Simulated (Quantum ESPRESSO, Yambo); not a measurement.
**NaF (Villiaumite): G0W0 in Yambo against the screening cutoff**

Aim: move the screening cutoff of a G0W0 run on NaF (Villiaumite) over a wide range.

Method: PBE and many-body steps on it, plane waves, in Yambo 5.3.0.

The database entry behind the starting cell differs from later determinations by our own check (0.1 to 0.3 % short, probably kX units), so it need not match the best structure at ambient conditions.

**1. Starting point**

The structure is cubic, space group Fm-3m (No. 225). Conventional cell: a = 4.620 Å, b = 4.620 Å, c = 4.620 Å, α = 90.00°, β = 90.00°, γ = 90.00°. Nearest to Na lie 6 F at 2.31 Å. F has 6 Na at 2.31 Å nearest. Farther neighbours and most contacts between anions are not listed.

As a file:

```cif
data_structure
_symmetry_space_group_name_H-M 'P 1'
_symmetry_Int_Tables_number 1
_cell_length_a 3.2668
_cell_length_b 3.2668
_cell_length_c 3.2668
_cell_angle_alpha 60.000
_cell_angle_beta 60.000
_cell_angle_gamma 60.000
_cell_volume 24.65
loop_
_atom_site_label
_atom_site_type_symbol
_atom_site_fract_x
_atom_site_fract_y
_atom_site_fract_z
_atom_site_occupancy
Na1 Na 0.00000 0.00000 0.00000 1
F2 F 0.50000 0.50000 0.50000 1
```

The cell and positions come from the Crystallography Open Database and are kept as given unless a step says otherwise.

**2. 3.25 Ha**

This step: Yambo 5.3.0; G0W0 on PBE, plane waves, norm-conserving pseudopotentials.

Now the one-shot GW correction: screening in the RPA, then the self-energy of the levels asked for.

Input file gw7.in:

```
HF_and_locXC
gw0
dyson
ppa
em1d
rim_cut
RandQpts= 1000000
RandGvec= 1 RL
EXXRLvcs= 76 Ry
VXCRLvcs= 304 Ry
Chimod= "HARTREE"
% BndsRnXp
 1 | 81 |
%
NGsBlkXp= 6.5 Ry
% LongDrXp
 1 | 1 | 1 |
%
% GbndRnge
 1 | 81 |
%
DysSolver= "n"
ExtendOut
PPAPntXp= 27.21138 eV
% QPkrange
 1 | 1 | 7 | 10 |
%
```

Launch:

```sh
$ OMP_NUM_THREADS=1 mpirun -n 4 yambo -F gw7.in -J gw7 -C gw7 > gw7.log
```

Output:

```text
 Yambo, version 5.3.0

 [02] CORE Variables Setup
 =========================

  [... cell, symmetries and grids as in the set-up ...]

  [02.05] Energies & Occupations
  ==============================

  [X] === General ===
  [X] Electronic Temperature                        :  0.000000  0.000000 [eV K]
  [X] Bosonic    Temperature                        :  0.000000  0.000000 [eV K]
  [X] Finite Temperature mode                       : no
  [X] El. density                                   :  0.64901E+24 [cm-3]
  [X] Fermi Level                                   :  0.999133 [eV]

  [X] === Gaps and Widths ===
  [X] Conduction Band Min                           :  6.389538 [eV]
  [X] Valence Band Max                              :  0.000000 [eV]
  [X] Filled Bands                                  :   8
  [X] Empty Bands                                   :    9  298
  [X] Direct Gap                                    :  6.389538 [eV]
  [X] Direct Gap localized at k                     :  1
  [X] Indirect Gap                                  :  6.389538 [eV]
  [X] Indirect Gap between kpts                     :  1  1
  [X] Last valence band width                       :  0.572771 [eV]
  [X] 1st conduction band width                     :  6.932249 [eV]

 [03] Transferred momenta grid and indexing
 ==========================================

 IBZ Q-points                                      :   8
 BZ  Q-points                                      :   64

 K/Q-points units:
 rlu = crystal or reduced units; cc = cartesian coordinates; iku = interal k-units

 Q [1]          [rlu]:  0.000000  0.000000  0.000000
 Q [2]          [rlu]: -0.32585E-20 -0.32585E-20  0.25000
 Q [3]          [rlu]: -0.72449E-16  0.10818E-16 -0.50000
 Q [4]          [rlu]:  0.28945E-16  0.25000      0.25000
 Q [5]          [rlu]:  0.44697E-16  0.25000      0.50000
 Q [6]          [rlu]:  0.49384E-16  0.25000     -0.25000
 Q [7]          [rlu]: -0.57890E-16 -0.50000     -0.50000
 Q [8]          [rlu]:  0.250000 -0.500000 -0.250000

 [04] Coloumb potential Random Integration (RIM)
 ===============================================

  [04.01] RIM initialization
  ==========================

  * Diagonal components only detected *

  8 x (sBL volume)        :  0.186375 [a.u.]
  sBZ random points       :  1000000
  Points outside the sBZ  :   7987327
  RL volume               :  1.490998 [a.u.]
  Integrated volume       :  1.493364 [a.u.]

  [04.02] RIM integrals
  =====================

  Gamma point sphere radius             :  0.103613 [a.u.]
  Points outside the sphere             :   799513
  [Int_sBZ(q=0) 1/q^2]*(Vol_sBZ)^(-1/3) =:  7.764325
                                 should be <:  7.795600

  Summary of Coulomb integrals for non-metallic bands |Q|[au] RIM/Bare

  Q [1] 0.100000E-4 0.995988 * Q [2] 0.311630 1.066317
  Q [4] 0.359840 1.064767 * Q [6] 0.508890 1.027506
  Q [5] 0.596727 1.020475 * Q [3] 0.623261 1.018268
  Q [7] 0.719679 1.014976 * Q [8] 0.804626 1.011959

 [05] Dipoles
 ============

  [05.01] Setup: observables and procedures
  =========================================

 [06] Dynamic Dielectric Matrix (PPA)
 ====================================

 [WR./gw7//ndb.pp]---------------------------------------------------------------
  Brillouin Zone Q/K grids (IBZ/BZ)                :    8   64    8   64
  RL vectors                                       :  2421 [WF]
  Coulomb cutoff potential                         : none
  Electronic Temperature                           :  0.000000 [K]
  Bosonic    Temperature                           :  0.000000 [K]
  PPA    diel. fun.  energies                      : Perdew, Burke & Ernzerhof(X)+Perdew, Burke & Ernzerhof(C)
  wavefunctions                                    : Perdew, Burke & Ernzerhof(X)+Perdew, Burke & Ernzerhof(C)
  Global Gauge                                     : length
  X matrix size                                    :   59
  X band range                                     :    1   81
  X e/h energy range                               : -1.000000 -1.000000 [eV]
  X Time ordering                                  : R
  X Hxc Kernel                                     : HARTREE
  X Drude frequency                                :  0.000000  0.000000
  X poles                                          :  100.0000 [o/o]
  RL vectors in the sum                            :  2421
  [r,Vnl] included                                 : yes
  Field direction                                  :  0.577350E-5  0.577350E-5  0.577350E-5
  BZ energy Double Grid                            : no
  BZ energy DbGd points                            : 0
  BZ Q point size factor                           : -1.000000
  X Optical Averaged directions                    : none

 [07] Local Exchange-Correlation + Non-Local Fock
 ================================================

 [VXC] Plane waves :  14841
 [EXS] Plane waves :  1893

 QP @ state[ 1 ] K range:  1  1
 QP @ state[ 1 ] b range:   7  10

 [xc] Functional : Perdew, Burke & Ernzerhof(X)+Perdew, Burke & Ernzerhof(C)
 [xc] LIBXC used to calculate xc functional
  PP Number of Atomic Species                      :  2
  NLCC RL compoments                               :  14841
  PP Number of Atomic Species                      :  2
  NLCC RL compoments                               :  14841

 [xc] E_xc :  -11.60150 [Ha]
      E_xc :  -23.20301 [Ry]

  Local XC kind (lXC) : Perdew, Burke & Ernzerhof(X)+Perdew, Burke & Ernzerhof(C)
  Non-Local XC kind (nlXC) : Hartree-Fock

  Corrections @ K [1] :  [eV]
 <7|nlXC|7> = -30.11361  0.12878E-16 <7|lXC|7> = -22.50818  0.23604E-16
 <8|nlXC|8> = -30.11371 -0.97393E-17 <8|lXC|8> = -22.50818  0.94408E-16
 <9|nlXC|9> = -5.315461  0.27048E-18 <9|lXC|9> = -9.464772 -0.33343E-19
 <10|nlXC|10> = -2.175594 -0.36719E-18 <10|lXC|10> = -7.168824 -0.94405E-16

 [08] Dyson equation: Newton solver
 ==================================

  [08.01] G0W0 (W PPA)
  ====================

  [  GW  ] Bands range     :    1   81
  [GW/PPA] G damping       :  0.100000 [eV]

  QP @ state[ 1 ] K range:  1  1
  QP @ state[ 1 ] b range:   7  10

   Sc/G bands                                       :    1   81
   Sc/G damping                                     :  0.100000 ev
   Sc bands terminator                              : no
   Sx RL components                                 :  1893

   QP @ state[ 1 ] K range                          :  1  1
   QP @ state[ 1 ] b range                          :   7  10
   GF energies kind                                 : Perdew, Burke & Ernzerhof(X)+Perdew, Burke & Ernzerhof(C)
   GF WF`s kind                                     : Perdew, Burke & Ernzerhof(X)+Perdew, Burke & Ernzerhof(C)
   Xs energies kind                                 : Perdew, Burke & Ernzerhof(X)+Perdew, Burke & Ernzerhof(C)
   Xs WF`s kind                                     : Perdew, Burke & Ernzerhof(X)+Perdew, Burke & Ernzerhof(C)

 [11] Game Over & Game summary
```

The job ended after 9.5 s (4 MPI ranks of Arm Neoverse V1, shared host; peak memory 1.2 GiB; 34 s of CPU time).

This step gave:

- G0W0 gap on the points computed: 10.36 eV
- starting gap on the mesh: 6.390 eV
- k of the valence top: 0, 0, 0
- k of the conduction bottom: 0, 0, 0
- least direct G0W0 gap on the computed points: 10.36 eV
- Z at the valence top: 0.8298
- Z at the conduction bottom: 0.9057

The gap on the mesh goes from 6.39 eV to 10.36 eV, a correction of +3.97 eV.

**3. 5.25 Ha**

Input file gw8.in:

```
HF_and_locXC
gw0
dyson
ppa
em1d
rim_cut
RandQpts= 1000000
RandGvec= 1 RL
EXXRLvcs= 76 Ry
VXCRLvcs= 304 Ry
Chimod= "HARTREE"
% BndsRnXp
 1 | 81 |
%
NGsBlkXp= 10.5 Ry
% LongDrXp
 1 | 1 | 1 |
%
% GbndRnge
 1 | 81 |
%
DysSolver= "n"
ExtendOut
PPAPntXp= 27.21138 eV
% QPkrange
 1 | 1 | 7 | 10 |
%
```

Launch:

```sh
$ OMP_NUM_THREADS=1 mpirun -n 4 yambo -F gw8.in -J gw8 -C gw8 > gw8.log
```

Output:

```text
 Yambo, version 5.3.0

 [02] CORE Variables Setup
 =========================

  [... cell, symmetries and grids as in the set-up ...]

  [02.05] Energies & Occupations
  ==============================

  [X] === General ===
  [X] Electronic Temperature                        :  0.000000  0.000000 [eV K]
  [X] Bosonic    Temperature                        :  0.000000  0.000000 [eV K]
  [X] Finite Temperature mode                       : no
  [X] El. density                                   :  0.64901E+24 [cm-3]
  [X] Fermi Level                                   :  0.999133 [eV]

  [X] === Gaps and Widths ===
  [X] Conduction Band Min                           :  6.389538 [eV]
  [X] Valence Band Max                              :  0.000000 [eV]
  [X] Filled Bands                                  :   8
  [X] Empty Bands                                   :    9  298
  [X] Direct Gap                                    :  6.389538 [eV]
  [X] Direct Gap localized at k                     :  1
  [X] Indirect Gap                                  :  6.389538 [eV]
  [X] Indirect Gap between kpts                     :  1  1
  [X] Last valence band width                       :  0.572771 [eV]
  [X] 1st conduction band width                     :  6.932249 [eV]

 [03] Transferred momenta grid and indexing
 ==========================================

 IBZ Q-points                                      :   8
 BZ  Q-points                                      :   64

 K/Q-points units:
 rlu = crystal or reduced units; cc = cartesian coordinates; iku = interal k-units

 Q [1]          [rlu]:  0.000000  0.000000  0.000000
 Q [2]          [rlu]: -0.32585E-20 -0.32585E-20  0.25000
 Q [3]          [rlu]: -0.72449E-16  0.10818E-16 -0.50000
[...]
================================================

 [VXC] Plane waves :  14841
 [EXS] Plane waves :  1893

 QP @ state[ 1 ] K range:  1  1
 QP @ state[ 1 ] b range:   7  10

 [xc] Functional : Perdew, Burke & Ernzerhof(X)+Perdew, Burke & Ernzerhof(C)
 [xc] LIBXC used to calculate xc functional
  PP Number of Atomic Species                      :  2
  NLCC RL compoments                               :  14841
  PP Number of Atomic Species                      :  2
  NLCC RL compoments                               :  14841

 [xc] E_xc :  -11.60150 [Ha]
      E_xc :  -23.20301 [Ry]

  Local XC kind (lXC) : Perdew, Burke & Ernzerhof(X)+Perdew, Burke & Ernzerhof(C)
  Non-Local XC kind (nlXC) : Hartree-Fock

  Corrections @ K [1] :  [eV]
 <7|nlXC|7> = -30.11361  0.12878E-16 <7|lXC|7> = -22.50818  0.23604E-16
 <8|nlXC|8> = -30.11371 -0.97393E-17 <8|lXC|8> = -22.50818  0.94408E-16
 <9|nlXC|9> = -5.315461  0.27048E-18 <9|lXC|9> = -9.464772 -0.33343E-19
 <10|nlXC|10> = -2.175594 -0.36719E-18 <10|lXC|10> = -7.168824 -0.94405E-16

 [08] Dyson equation: Newton solver
 ==================================

  [08.01] G0W0 (W PPA)
  ====================

  [  GW  ] Bands range     :    1   81
  [GW/PPA] G damping       :  0.100000 [eV]

  QP @ state[ 1 ] K range:  1  1
  QP @ state[ 1 ] b range:   7  10

   Sc/G bands                                       :    1   81
   Sc/G damping                                     :  0.100000 ev
   Sc bands terminator                              : no
   Sx RL components                                 :  1893

   QP @ state[ 1 ] K range                          :  1  1
   QP @ state[ 1 ] b range                          :   7  10
   GF energies kind                                 : Perdew, Burke & Ernzerhof(X)+Perdew, Burke & Ernzerhof(C)
   GF WF`s kind                                     : Perdew, Burke & Ernzerhof(X)+Perdew, Burke & Ernzerhof(C)
   Xs energies kind                                 : Perdew, Burke & Ernzerhof(X)+Perdew, Burke & Ernzerhof(C)
   Xs WF`s kind                                     : Perdew, Burke & Ernzerhof(X)+Perdew, Burke & Ernzerhof(C)

 [11] Game Over & Game summary
```

The job ended after 12 s (4 MPI ranks; peak memory 1.2 GiB; 45 s of CPU time).

This step gave:

```yaml
g0w0_gap_on_the_points_computed: 10.40 eV
starting_gap_on_the_mesh: 6.390 eV
k_of_the_valence_top: 0, 0, 0
k_of_the_conduction_bottom: 0, 0, 0
least_direct_g0w0_gap_on_the_computed_points: 10.40 eV
z_at_the_valence_top: 0.8249
z_at_the_conduction_bottom: 0.9049
```

Against the run before, the gap moves by +0.042 eV.

**4. 10.5 Ha**

Input file gw9.in:

```
HF_and_locXC
gw0
dyson
ppa
em1d
rim_cut
RandQpts= 1000000
RandGvec= 1 RL
EXXRLvcs= 76 Ry
VXCRLvcs= 304 Ry
Chimod= "HARTREE"
% BndsRnXp
 1 | 81 |
%
NGsBlkXp= 21 Ry
% LongDrXp
 1 | 1 | 1 |
%
% GbndRnge
 1 | 81 |
%
DysSolver= "n"
ExtendOut
PPAPntXp= 27.21138 eV
% QPkrange
 1 | 1 | 7 | 10 |
%
```

Launch:

```sh
$ OMP_NUM_THREADS=1 mpirun -n 4 yambo -F gw9.in -J gw9 -C gw9 > gw9.log
```

Output:

```text
 Yambo, version 5.3.0

 [02] CORE Variables Setup
 =========================

  [... cell, symmetries and grids as in the set-up ...]

  [02.05] Energies & Occupations
  ==============================

  [X] === General ===
  [X] Electronic Temperature                        :  0.000000  0.000000 [eV K]
  [X] Bosonic    Temperature                        :  0.000000  0.000000 [eV K]
  [X] Finite Temperature mode                       : no
  [X] El. density                                   :  0.64901E+24 [cm-3]
[...]
Sx RL components                                 :  1893

   QP @ state[ 1 ] K range                          :  1  1
   QP @ state[ 1 ] b range                          :   7  10
   GF energies kind                                 : Perdew, Burke & Ernzerhof(X)+Perdew, Burke & Ernzerhof(C)
   GF WF`s kind                                     : Perdew, Burke & Ernzerhof(X)+Perdew, Burke & Ernzerhof(C)
   Xs energies kind                                 : Perdew, Burke & Ernzerhof(X)+Perdew, Burke & Ernzerhof(C)
   Xs WF`s kind                                     : Perdew, Burke & Ernzerhof(X)+Perdew, Burke & Ernzerhof(C)

 [11] Game Over & Game summary
```

Wall time 37 s (4 MPI ranks); peak memory 1.2 GiB; 2.4 min of CPU time.

Numbers from this step:

| Item | Value |
| --- | --- |
| G0W0 gap on the points computed | 10.44 eV |
| starting gap on the mesh | 6.390 eV |
| k of the valence top | 0, 0, 0 |
| k of the conduction bottom | 0, 0, 0 |
| least direct G0W0 gap on the computed points | 10.44 eV |

Against the run before, the gap moves by +0.032 eV.

**5. 13 Ha**

Input file gw10.in:

```
HF_and_locXC
gw0
dyson
ppa
em1d
rim_cut
RandQpts= 1000000
RandGvec= 1 RL
EXXRLvcs= 76 Ry
VXCRLvcs= 304 Ry
Chimod= "HARTREE"
% BndsRnXp
 1 | 81 |
%
NGsBlkXp= 26 Ry
% LongDrXp
 1 | 1 | 1 |
%
% GbndRnge
 1 | 81 |
%
DysSolver= "n"
ExtendOut
PPAPntXp= 27.21138 eV
% QPkrange
 1 | 1 | 7 | 10 |
%
```

Launch:

```sh
$ OMP_NUM_THREADS=1 mpirun -n 4 yambo -F gw10.in -J gw10 -C gw10 > gw10.log
```

Output:

```text
 Yambo, version 5.3.0

 [02] CORE Variables Setup
 =========================

  [... cell, symmetries and grids as in the set-up ...]

  [02.05] Energies & Occupations
  ==============================

  [X] === General ===
  [X] Electronic Temperature                        :  0.000000  0.000000 [eV K]
  [X] Bosonic    Temperature                        :  0.000000  0.000000 [eV K]
  [X] Finite Temperature mode                       : no
  [X] El. density                                   :  0.64901E+24 [cm-3]
[...]
Sx RL components                                 :  1893

   QP @ state[ 1 ] K range                          :  1  1
   QP @ state[ 1 ] b range                          :   7  10
   GF energies kind                                 : Perdew, Burke & Ernzerhof(X)+Perdew, Burke & Ernzerhof(C)
   GF WF`s kind                                     : Perdew, Burke & Ernzerhof(X)+Perdew, Burke & Ernzerhof(C)
   Xs energies kind                                 : Perdew, Burke & Ernzerhof(X)+Perdew, Burke & Ernzerhof(C)
   Xs WF`s kind                                     : Perdew, Burke & Ernzerhof(X)+Perdew, Burke & Ernzerhof(C)

 [11] Game Over & Game summary
```

The job ended after 53 s (4 MPI ranks; peak memory 1.2 GiB; 3.5 min of CPU time).

This step gave:

```yaml
g0w0_gap_on_the_points_computed: 10.44 eV
starting_gap_on_the_mesh: 6.390 eV
k_of_the_valence_top: 0, 0, 0
k_of_the_conduction_bottom: 0, 0, 0
least_direct_g0w0_gap_on_the_computed_points: 10.44 eV
```

Against the run before, the gap moves by +0.0004 eV.

**6. 16.25 Ha**

Input file gw11.in:

```
HF_and_locXC
gw0
dyson
ppa
em1d
rim_cut
RandQpts= 1000000
RandGvec= 1 RL
EXXRLvcs= 76 Ry
VXCRLvcs= 304 Ry
Chimod= "HARTREE"
% BndsRnXp
 1 | 81 |
%
NGsBlkXp= 32.5 Ry
% LongDrXp
 1 | 1 | 1 |
%
% GbndRnge
 1 | 81 |
%
DysSolver= "n"
ExtendOut
PPAPntXp= 27.21138 eV
% QPkrange
 1 | 1 | 7 | 10 |
%
```

Launch:

```sh
$ OMP_NUM_THREADS=1 mpirun -n 4 yambo -F gw11.in -J gw11 -C gw11 > gw11.log
```

Output:

```text
 Yambo, version 5.3.0

 [02] CORE Variables Setup
 =========================

  [... cell, symmetries and grids as in the set-up ...]

  [02.05] Energies & Occupations
  ==============================

  [X] === General ===
  [X] Electronic Temperature                        :  0.000000  0.000000 [eV K]
  [X] Bosonic    Temperature                        :  0.000000  0.000000 [eV K]
  [X] Finite Temperature mode                       : no
  [X] El. density                                   :  0.64901E+24 [cm-3]
[...]
Sx RL components                                 :  1893

   QP @ state[ 1 ] K range                          :  1  1
   QP @ state[ 1 ] b range                          :   7  10
   GF energies kind                                 : Perdew, Burke & Ernzerhof(X)+Perdew, Burke & Ernzerhof(C)
   GF WF`s kind                                     : Perdew, Burke & Ernzerhof(X)+Perdew, Burke & Ernzerhof(C)
   Xs energies kind                                 : Perdew, Burke & Ernzerhof(X)+Perdew, Burke & Ernzerhof(C)
   Xs WF`s kind                                     : Perdew, Burke & Ernzerhof(X)+Perdew, Burke & Ernzerhof(C)

 [11] Game Over & Game summary
```

It took 97 s on 4 MPI ranks; peak memory 1.2 GiB; 6.4 min of CPU time.

Numbers from this step:

```
G0W0 gap on the points computed              : 10.44 eV
starting gap on the mesh                     : 6.390 eV
k of the valence top                         : 0, 0, 0
k of the conduction bottom                   : 0, 0, 0
least direct G0W0 gap on the computed points : 10.44 eV
```

Against the run before, the gap moves by −0.0002 eV.

**7. Side by side**

Times are wall times on 4 MPI ranks of Arm Neoverse V1, shared host, good to a factor of about two.

```csv
run,mesh,bands,screening cutoff (eV),DFT gap (eV),gap on the mesh (eV),direct (eV),time
3.25 Ha,4×4×4,81,88.4,6.390,10.361,10.361,9.5 s
5.25 Ha,4×4×4,81,142.9,6.390,10.403,10.403,12 s
10.5 Ha,4×4×4,81,285.7,6.390,10.436,10.436,37 s
13 Ha,4×4×4,81,353.7,6.390,10.436,10.436,53 s
16.25 Ha,4×4×4,81,442.2,6.390,10.436,10.436,97 s
```

**8. Results**

| Item | Value |
| --- | --- |
| 3.25 Ha | 10.361 eV |
| 5.25 Ha | 10.403 eV |
| 10.5 Ha | 10.436 eV |
| 13 Ha | 10.436 eV |
| 16.25 Ha | 10.436 eV |
| known limits | not at the basis limit; coarse k mesh |

In words: The setting moved: screening cutoff. From 3.25 Ha to 16.25 Ha the gap moves by +0.08 eV, for 10 times the time. It holds to 0.03 eV from 10.5 Ha on. Bands and screening cutoff are coupled, so a series along one setting does not show full convergence. Bands and cutoff are finite, so the gap is not at the basis limit. The miss can reach some tenths of an eV and take either sign; the mesh is an error of its own. In the G0W0 runs levels were corrected at 1 k point alone, so a gap called «on the mesh» is the least over those, and an edge elsewhere would be missed. The 4×4×4 mesh is coarse for this cell, which bears on the long-range parts of exchange and screening.

[Paths, hosts, dates, memory and timing lines, banners, echoed tables and standing remarks are left out of the program output.]

[Logs are printed without paths, hosts, clocks, repeated set-up lines and the standing remarks that a program may print on its own settings, such as how far it seeks lower states.]

[Runs of the session that timed out or met a known fault of the program may be left out.]

[Hosts, paths, dates, database ids (printed as entryN), source tags and the programs' standing remarks are cut or masked in the printed files.]
